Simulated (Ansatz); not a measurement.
## La: relaxation of cell and atoms with PBEsol

Crystal: La.

```
CELL_PARAMETERS angstrom
3.75000 0.00000 0.00000
-1.87500 3.24760 0.00000
0.00000 0.00000 6.07000
ATOMIC_POSITIONS crystal
La 0.66667 0.33333 0.75000
La 0.33333 0.66667 0.25000
```

This isn't the form of La at room conditions, which is double hcp.

```yaml
Program: Ansatz 0.2.0
Task: relaxation of cell and atoms
Functional: PBEsol
Potentials_or_basis: Ansatz PAW
Cutoff: "420 eV (not typed: the program's choice for these potentials)"
k_mesh: 8 × 8 × 5
Occupations: fermi-dirac, width 0.05 eV
Spin: no spin polarisation
Target_pressure_GPa: 0
```

The relaxed volume is 34.77 Å³/atom. The relaxed cell is a = 3.681 Å, b = 3.681 Å, c = 5.926 Å, α = 90.00°, β = 90.00°, γ = 120.00° and the space group after relaxing (to 0.05 Å) is P6_3/mmc (No. 194). The energy gained by relaxing is 10.4 meV/atom. The ionic steps are 4, the pressure after relaxing is 0.0 GPa and the band gap on the k mesh is none (metal or under the smearing width).

Stress tensor (GPa, compression positive):
```
-0.04  0.00  0.00
 0.00 -0.04  0.00
 0.00  0.00  0.04
```

Step by step:
```tsv
step	energy change (eV)	largest force (eV/Å)	volume (Å³)
1	0.0000	0.0000	73.92
2	-0.0182	0.0000	71.08
3	-0.0209	0.0000	69.54
4	-0.0209	0.0000	69.54
```

Final structure:
```cif
data_structure
_symmetry_space_group_name_H-M 'P 1'
_symmetry_Int_Tables_number 1
_cell_length_a 3.6809
_cell_length_b 3.6809
_cell_length_c 5.9261
_cell_angle_alpha 90.000
_cell_angle_beta 90.000
_cell_angle_gamma 120.000
_cell_volume 69.54
loop_
_atom_site_label
_atom_site_type_symbol
_atom_site_fract_x
_atom_site_fract_y
_atom_site_fract_z
_atom_site_occupancy
La1 La 0.66667 0.33333 0.75000 1
La2 La 0.33333 0.66667 0.25000 1
```

Levels at points of the mesh, in eV from the Fermi level:
| k point | band 7 | band 8 | band 9 | band 10 | band 11 | band 12 | band 13 | band 14 | band 15 |
| --- | --- | --- | --- | --- | --- | --- | --- | --- | --- |
| (0.00, 0.00, 0.00) | -15.56 | -15.52 | -3.18 | -1.86 | 1.09 | 1.34 | 1.34 | 1.54 | 1.65 |
| (0.00, -0.50, 0.00) | -15.96 | -15.76 | -1.77 | -1.24 | -1.18 | 1.22 | 1.37 | 1.43 | 1.48 |

Run time: 5.8 s on 2 threads of Arm Neoverse V1 (shared host), peak memory 0.36 GiB.

Caveat: the plane-wave basis is chosen anew once the cell has moved, so the energies of steps on either side of that aren't comparable; the PAW data sets come from PBE, with cores solved anew for the run's functional, which leaves a small shift of forces and pressure. Spin-orbit coupling is left out, which matters for the levels of La.
